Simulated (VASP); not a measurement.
# La (P6_3/mmc) in VASP: a series of runs

One crystal, La, is run at these levels: PBE; tasks: relaxation of cell and atoms.

Everything below comes from runs of VASP 6.6.1. Logs are shortened: lines on timing, memory, paths and dates and some standing lists are left out, and cuts for length are marked.

## Step 1: The structure

It takes space group P6_3/mmc (No. 194, hexagonal). The conventional cell has a = 3.750 Å, b = 3.750 Å, c = 6.070 Å, α = 90.00°, β = 90.00°, γ = 120.00°. Around La (site symmetry -6m2) lie 12 La at 3.73 to 3.75 Å.

This isn't the form of La at room conditions, which is double hcp.

## Step 2: Relaxation of cell and atoms, PBE

INCAR reads:

```
PREC = Accurate ; ENCUT = 520
EDIFF = 1E-6 ; ISMEAR = 0
SIGMA = 0.1 ; LREAL = F
LASPH = T ; NELM = 120
ALGO = Normal ; ISIF = 3
LWAVE = F ; LCHARG = F
GGA = PE ; IBRION = 2
NSW = 90 ; EDIFFG = -0.01
```

KPOINTS reads:

```
regular mesh
0
Gamma
  13 13 7
```

POSCAR reads:

```
La
1.0
    3.7500000000      0.0000000000      0.0000000000
   -1.8750000000      3.2475952600      0.0000000000
    0.0000000000      0.0000000000      6.0700000000
La
2
Direct
    0.3333333300      0.6666666700      0.2500000000
    0.6666666700      0.3333333300      0.7500000000
```

Potentials or basis: VASP PAW PBE potentials, release 64 (La).

Launch:

```bash
$ cat potpaw_PBE.64/La/POTCAR > POTCAR
$ mpirun -np 1 vasp_std > vasp.out
```

OUTCAR:

```text
PREC = Accurate
   ENCUT = 520
   EDIFF = 1E-6
   ISMEAR = 0
   LREAL = F
   LASPH = T
   NELM = 120
   ISIF = 3
   GGA = PE
   IBRION = 2
   NSW = 90
   EDIFFG = -0.01

 ion  position               nearest neighbor table
   1  0.333  0.667  0.250-
   2  0.667  0.333  0.750-

  LATTYP: Found a hexagonal cell.
 ALAT       =     3.7500000000
 C/A-ratio  =     1.6186666667

  Lattice vectors:

 A1 = (   3.7500000000,   0.0000000000,   0.0000000000)
 A2 = (  -1.8750000000,   3.2475952600,   0.0000000000)
 A3 = (   0.0000000000,   0.0000000000,   6.0700000000)

Analysis of symmetry for initial positions (statically):
=====================================================================
 Subroutine PRICEL returns:
 Original cell was already a primitive cell.

 Routine SETGRP: Setting up the symmetry group for a
 hexagonal supercell.

 Subroutine GETGRP returns: Found 24 space group operations
 (whereof 12 operations were pure point group operations)
 out of a pool of 24 trial point group operations.

The static configuration has the point symmetry D_3d.
 The point group associated with its full space group is D_6h.

Analysis of symmetry for dynamics (positions and initial velocities):
=====================================================================
 Subroutine PRICEL returns:
 Original cell was already a primitive cell.

 Routine SETGRP: Setting up the symmetry group for a
 hexagonal supercell.

 Subroutine GETGRP returns: Found 24 space group operations
 (whereof 12 operations were pure point group operations)
 out of a pool of 24 trial point group operations.

The dynamic configuration has the point symmetry D_3d.
 The point group associated with its full space group is D_6h.

 Subroutine INISYM returns: Found 24 space group operations
 (whereof 12 operations are pure point group operations),
 and found     1 'primitive' translations

----------------------------------------------------------------------------------------

                                     Primitive cell

  volume of cell :      73.9234

  direct lattice vectors                    reciprocal lattice vectors
     3.750000000  0.000000000  0.000000000     0.266666667  0.153960072  0.000000000
    -1.875000000  3.247595260  0.000000000     0.000000000  0.307920144  0.000000000
     0.000000000  0.000000000  6.070000000     0.000000000  0.000000000  0.164744646

  length of vectors
     3.750000000  3.749999996  6.070000000     0.307920144  0.307920144  0.164744646

  position of ions in fractional coordinates (direct lattice)
     0.333333330  0.666666670  0.250000000
     0.666666670  0.333333330  0.750000000

  ion indices of the primitive-cell ions
   primitive index   ion index
                 1           1
                 2           2

----------------------------------------------------------------------------------------

 KPOINTS: regular mesh

Automatic generation of k-mesh.
 Grid dimensions read from file:
 generate k-points for:   13   13    7

 Generating k-lattice:

  Cartesian coordinates                     Fractional coordinates (reciprocal lattice)
     0.020512821  0.011843082  0.000000000     0.076923077  0.000000000  0.000000000
     0.000000000  0.023686165  0.000000000     0.000000000  0.076923077  0.000000000
     0.000000000  0.000000000  0.023534949     0.000000000  0.000000000  0.142857143

  Length of vectors
     0.023686165  0.023686165  0.023534949

  Shift w.r.t. Gamma in fractional coordinates (k-lattice)
     0.000000000  0.000000000  0.000000000

 Subroutine IBZKPT returns following result:
 ===========================================

 Found     84 irreducible k-points:

 Following reciprocal coordinates:
            Coordinates               Weight
  0.000000  0.000000  0.000000      1.000000
  0.076923 -0.000000  0.000000      6.000000
  0.153846 -0.000000  0.000000      6.000000
  0.230769 -0.000000  0.000000      6.000000
  0.307692 -0.000000  0.000000      6.000000
  0.384615 -0.000000  0.000000      6.000000
[... 16 lines left out ...]
  0.076923 -0.000000  0.142857     12.000000
  0.153846 -0.000000  0.142857     12.000000
 [... further k-points ...]
   k-points           NKPTS =     84   k-points in BZ     NKDIM =     84   number of bands    NBANDS=     15
   number of dos      NEDOS =    301   number of ions     NIONS =      2
   total plane-waves  NPLWV =  37632
   dimension x,y,z NGX =    28 NGY =   28 NGZ =   48
   dimension x,y,z NGXF=    56 NGYF=   56 NGZF=   96
   ions per type =               2
   NGX,Y,Z   is equivalent  to a cutoff of  12.41, 12.41, 13.15 a.u.
   NGXF,Y,Z  is equivalent  to a cutoff of  24.83, 24.83, 26.29 a.u.
 SYSTEM =  unknown system
   PREC   = accura    normal or accurate (medium, high low for compatibility)
   ISTART =      0    job   : 0-new  1-cont  2-samecut
   ICHARG =      2    charge: 1-file 2-atom 10-const
   ISPIN  =      1    spin polarized calculation?
   LNONCOLLINEAR =      F non collinear calculations
   LSORBIT =      F    spin-orbit coupling
   LASPH  =      T    aspherical Exc in radial PAW
   ENCUT  =  520.0 eV  38.22 Ry    6.18 a.u.   6.97  6.97 11.29*2*pi/ulx,y,z
   NELM   =    120;   NELMIN=  2; NELMDL= -5     # of ELM steps
   EDIFF  = 0.1E-05   stopping-criterion for ELM
   LREAL  =      F    real-space projection
   EDIFFG = -.1E-01   stopping-criterion for IOM
   NSW    =     90    number of steps for IOM
   IBRION =      2    ionic relax: 0-MD 1-quasi-New 2-CG
   NFREE  =      1    steps in history (QN), initial steepest desc. (CG)
   ISIF   =      3    stress and relaxation
   ISYM   =      2    0-nonsym 1-usesym 2-fastsym
   POTIM  = 0.5000    time-step for ionic-motion
   TEBEG  =    0.0;   TEEND  =   0.0 temperature during run
   PSTRESS=    0.0 pullay stress
   NELECT =      22.0000    total number of electrons
   NUPDOWN=      -1.0000    fix difference up-down
   EMIN   =  10.00;   EMAX   =-10.00  energy-range for DOS
   EFERMI =   0.00;   METHOD = LEGACY
   ISMEAR =     0;   SIGMA  =   0.10  broadening in eV -4-tet -1-fermi 0-gaus
   EFERMI_NEDOS =   21; number of points for ismear=-14 and -15
   IALGO  =     38    algorithm
   IMIX   =      4    mixing-type and parameters
     AMIX     =   0.40;   BMIX     =  1.00
     AMIX_MAG =   1.60;   BMIX_MAG =  1.00
  volume/ion in A,a.u.               =      36.96       249.43
  Fermi-wavevector in a.u.,A,eV,Ry     =   1.093004  2.065478 16.254307  1.194658
  Thomas-Fermi vector in A             =   2.229281
   LORBIT       =      0    0 simple, 1 ext, 2 COOP (PROOUT), +10 PAW based schemes
   GGA     = PE    functional components
   LHFCALC =     F    Hartree Fock is set to
   AEXX    =    0.0000 exact exchange contribution
   IVDW    =     0    specifies the selected vdW correction
   LEPSILON=     F    determine dielectric tensor
   LRPA    =     F    only Hartree local field effects (RPA)
 conjugate gradient relaxation of ions
 non-spin polarized calculation
 Gauss-broadening in eV      SIGMA  =   0.10
  energy-cutoff  :      520.00
  volume of cell :       73.92
 maximum number of plane-waves:      2006
 NGX is ok and might be reduce to    28
   NGX = 13   NGY = 13   NGZ = 23

--------------------------------------- Ionic step        1  -------------------------------------------

 number of electron      21.9999997 magnetization

 Free energy of the ion-electron system (eV)
  ---------------------------------------------------
  ext. energy  EPLUGINS =         0.00000000
  ---------------------------------------------------
  free energy    TOTEN  =        -9.72571445 eV

  energy without entropy =       -9.70894037  energy(sigma->0) =       -9.71732741

------------------------ aborting loop because EDIFF is reached ----------------------------------------

  FORCE on cell =-STRESS in cart. coord.  units (eV):
  Direction    XX          YY          ZZ          XY          YZ          ZX
  --------------------------------------------------------------------------------------
  -------------------------------------------------------------------------------------
  Total        0.2321092      0.2321092      0.2489953      0.0000000     -0.0000000      0.0000000
  in kB        5.0306145      5.0306145      5.3965965      0.0000000     -0.0000000      0.0000000
  external PRESSURE =       5.1526085 kB  Pullay stress =       0.0000000 kB

 VOLUME and BASIS-vectors are now :
 -----------------------------------------------------------------------------
  energy-cutoff  :      520.00
  volume of cell :       73.92
      direct lattice vectors                 reciprocal lattice vectors
     3.750000000  0.000000000  0.000000000     0.266666667  0.153960072  0.000000000
    -1.875000000  3.247595260  0.000000000     0.000000000  0.307920144  0.000000000
     0.000000000  0.000000000  6.070000000     0.000000000  0.000000000  0.164744646
[... 37 lines left out ...]
 POSITION                                       TOTAL-FORCE (eV/Angst)
 -----------------------------------------------------------------------------------
     -0.00000      2.17719      1.52661        -0.000000      0.000000      0.000000
      1.88550      1.08859      4.57984         0.000000     -0.000000      0.000000
 -----------------------------------------------------------------------------------
    total drift:                               -0.000008      0.000005     -0.000000

  FREE ENERGIE OF THE ION-ELECTRON SYSTEM (eV)
  ---------------------------------------------------
  free  energy   TOTEN  =        -9.7279175716 eV

  energy  without entropy=       -9.7109942556  energy(sigma->0) =       -9.71945591

--------------------------------------- Ionic step        3  -------------------------------------------

 number of electron      21.9999998 magnetization

 Free energy of the ion-electron system (eV)
  ---------------------------------------------------
  ext. energy  EPLUGINS =         0.00000000
  ---------------------------------------------------
  free energy    TOTEN  =        -9.72793530 eV

  energy without entropy =       -9.71099876  energy(sigma->0) =       -9.71946703

 E-fermi :   7.7229     XC(G=0):  -9.5051

 val. band max:        7.7208404820   @ k =   0.3846  -0.0000   0.2857
 cond. band min:       7.7329823286   @ k =   0.3846   0.0769   0.2857
 fundamental gap:      0.0121418467
 Fermi energy:         7.7229213198

 k-point     1 :       0.0000    0.0000    0.0000
  band No.  band energies     occupation
      1     -25.1562      2.00000
      2     -24.9653      2.00000
      3      -9.5054      2.00000
      4      -8.3651      2.00000
      5      -8.3651      2.00000
      6      -8.1883      2.00000
      7      -8.1883      2.00000
      8      -8.1584      2.00000
      9       4.5465      2.00000
     10       5.9956      2.00000
     11       8.8190      0.00000
     12       9.0455      0.00000
     13       9.0455      0.00000
     14       9.2517      0.00000
     15       9.3305      0.00000
[... 397 lines left out ...]
 k-point    24 :       0.1538   -0.0000    0.1429
  band No.  band energies     occupation
      1     -25.1133      2.00000
      2     -24.9581      2.00000
      3      -9.3648      2.00000
      4      -8.5820      2.00000
      5      -8.4649      2.00000
      6      -8.4256      2.00000
      7      -8.2306      2.00000
      8      -8.2277      2.00000
      9       5.2518      2.00000
     10       6.5345      2.00000
     11       8.1152      0.00000
     12       8.3376      0.00000
     13       8.7118      0.00000
     14       9.1295      0.00000
     15       9.2209      0.00000

 [... further k-points ...]

------------------------ aborting loop because EDIFF is reached ----------------------------------------

  FORCE on cell =-STRESS in cart. coord.  units (eV):
  Direction    XX          YY          ZZ          XY          YZ          ZX
  --------------------------------------------------------------------------------------
  -------------------------------------------------------------------------------------
  Total       -0.0037592     -0.0037592     -0.0178460      0.0000000     -0.0000000      0.0000000
  in kB       -0.0799689     -0.0799689     -0.3796318      0.0000000     -0.0000000      0.0000000
  external PRESSURE =      -0.1798565 kB  Pullay stress =       0.0000000 kB

 VOLUME and BASIS-vectors are now :
 -----------------------------------------------------------------------------
  energy-cutoff  :      520.00
  volume of cell :       75.32
      direct lattice vectors                 reciprocal lattice vectors
     3.772850303  0.000000000  0.000000000     0.265051598  0.153027611  0.000000000
    -1.886425151  3.267384203  0.000000000     0.000000000  0.306055223  0.000000000
     0.000000000 -0.000000000  6.109677865     0.000000000 -0.000000000  0.163674750

 POSITION                                       TOTAL-FORCE (eV/Angst)
 -----------------------------------------------------------------------------------
     -0.00000      2.17826      1.52742         0.000000     -0.000000      0.000000
      1.88643      1.08913      4.58226        -0.000000      0.000000     -0.000000
 -----------------------------------------------------------------------------------
    total drift:                               -0.000008      0.000005     -0.000000

  FREE ENERGIE OF THE ION-ELECTRON SYSTEM (eV)
  ---------------------------------------------------
  free  energy   TOTEN  =        -9.7279353049 eV

  energy  without entropy=       -9.7109987582  energy(sigma->0) =       -9.71946703

 reached required accuracy - stopping structural energy minimisation
```

Wall time 4 min (1 thread of Intel Xeon Platinum 8259CL at 2.50GHz (Skylake/Cascade Lake), shared host); peak memory 0.26 GiB.

Results:

| Property | Result |
| --- | --- |
| Free energy | -9.7279 eV |
| Relaxed volume | 37.66 Å³/atom |
| Relaxed cell | a = 3.773 Å, b = 3.773 Å, c = 6.110 Å, α = 90.00°, β = 90.00°, γ = 120.00° |
| Space group after relaxing (to 0.05 Å) | P6_3/mmc (No. 194) |
| Energy gained by relaxing | 1.1 meV/atom |
| Ionic steps | 3 |
| Pressure after relaxing | 0.0 GPa |
| Band gap on the k mesh | none (metal or under the smearing width) |

The path:
| step | energy change (eV) | largest force (eV/Å) | pressure (GPa) | volume (Å³) |
| --- | --- | --- | --- | --- |
| 1 | 0.0000 | 0.0000 | 0.52 | 73.92 |
| 2 | -0.0022 | 0.0000 | 0.04 | 75.20 |
| 3 | -0.0022 | 0.0000 | -0.02 | 75.32 |

Final structure:
```
La
1.0
     3.77285    0.00000    0.00000
    -1.88643    3.26738    0.00000
     0.00000    0.00000    6.10968
La
2
Direct
  0.33333 0.66667 0.25000
  0.66667 0.33333 0.75000
```

Levels at points of the mesh, in eV from the Fermi level:
| k point | band 7 | band 8 | band 9 | band 10 | band 11 | band 12 | band 13 | band 14 | band 15 |
| --- | --- | --- | --- | --- | --- | --- | --- | --- | --- |
| (0.00, 0.00, 0.00) | -15.91 | -15.88 | -3.18 | -1.73 | 1.10 | 1.32 | 1.32 | 1.53 | 1.61 |

## Step 3: Relaxation of cell and atoms, PBE

This run uses another cell than the first one, of 37.66 Å³/atom, 1.019 times its volume.

INCAR reads:

```
PREC = Accurate ; ENCUT = 520
EDIFF = 1E-7 ; ISMEAR = 0
SIGMA = 0.1 ; LREAL = F
LASPH = T ; NELM = 120
ALGO = Normal ; ISIF = 3
LWAVE = F ; LCHARG = F
GGA = PE ; IBRION = 2
NSW = 60 ; EDIFFG = -0.005
POTIM = 0.3
```

KPOINTS is that of step 2.

POSCAR reads:

```
La                                      
1.0
    3.7728503027      0.0000000000      0.0000000000
   -1.8864251513      3.2673842025      0.0000000000
    0.0000000000     -0.0000000000      6.1096778646
  La            
     2
Direct
     0.3333333300000021    0.6666666699999979    0.2500000000000000
     0.6666666699999979    0.3333333300000021    0.7500000000000000
```

Potentials or basis: VASP PAW PBE potentials, release 64 (La).

Launch:

```bash
$ cat potpaw_PBE.64/La/POTCAR > POTCAR
$ mpirun -np 1 vasp_std > vasp.out
```

Run time: 2.3 min. Hardware: 1 thread of Intel Xeon Platinum 8259CL at 2.50GHz (Skylake/Cascade Lake), shared host; peak memory 0.26 GiB.

It converged, with:

```
Free energy             : -9.7281 eV
Pressure after relaxing : 0.0 GPa
Band gap on the k mesh  : none (metal or under the smearing width)
```

Final structure:
```
CELL_PARAMETERS angstrom
3.77285 0.00000 0.00000
-1.88643 3.26738 0.00000
0.00000 0.00000 6.10968
ATOMIC_POSITIONS crystal
La 0.33333 0.66667 0.25000
La 0.66667 0.33333 0.75000
```

Levels at points of the mesh, in eV from the Fermi level:
```tsv
k point	band 8	band 9	band 10	band 11	band 12	band 13	band 14	band 15
(0.00, 0.00, 0.00)	-15.88	-3.18	-1.73	1.10	1.32	1.32	1.53	1.61
```

Caveat: the relaxation stopped at its first step, so nothing moved.
